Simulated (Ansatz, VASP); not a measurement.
**One calculation of TaN, two programs**

INCAR

```
PREC = Accurate ; ENCUT = 520
EDIFF = 1E-6 ; ISMEAR = 0
SIGMA = 0.1 ; LREAL = F
LASPH = T ; NELM = 60
ALGO = Normal ; ISIF = 2
LWAVE = F ; LCHARG = T
GGA = PE ; LELF = T
LVHAR = T ; NBANDS = 15
```

Contents of KPOINTS:

```
Automatic mesh
0
Gamma
  16 16 16
```

Contents of POSCAR:

```
TaN
1.0
    0.0000000000      2.1863238075      2.1863238075
    2.1863238075      0.0000000000      2.1863238075
    2.1863238075      2.1863238075      0.0000000000
Ta N
1 1
Direct
    0.5000000000      0.5000000000      0.5000000000
    0.0000000000      0.0000000000      0.0000000000
```

Input for Ansatz:

```yaml
crystal:
  lattice:
    - [0.0, 2.1863238075, 2.1863238075]
    - [2.1863238075, 0.0, 2.1863238075]
    - [2.1863238075, 2.1863238075, 0.0]
  atoms:
    - { symbol: Ta, position: [0.5, 0.5, 0.5] }
    - { symbol: "N", position: [0.0, 0.0, 0.0] }
basis:
  ecutwfc: 420
kpoints:
  mp_grid: { grid: [16, 16, 16] }
hamiltonian:
  xc: pbe
scf:
  occupations: { method: gaussian, width: 0.1 }
output:
  forces: true
  stress: true
  eigenvalues: true
```

Alike in both runs: task single point; functional PBE; k mesh 16 × 16 × 16; occupations gaussian, width 0.1 eV; no spin polarisation.

|  | VASP | Ansatz |
| --- | --- | --- |
| version | VASP 6.6.1 | Ansatz 0.2.0 |
| potentials or method | VASP PAW PBE potentials, release 64 (Ta_pv, N) | scalar-relativistic, plane waves, PAW |
| plane-wave cutoff (eV) | 520 | 420 |
| valence electrons in the cell | 16 | 18 |

```tsv
	VASP	Ansatz	Ansatz less VASP
gap on the k mesh at the Fermi level (eV)	none	none	-
pressure (GPa)	11.7	10.7	-0.92
```

A gap of «none» marks a metal or a gap that the smearing closes. The two sets of potentials don't hold the same shells in valence.

The runs have no spin-orbit coupling, so splittings on Ta are missing.
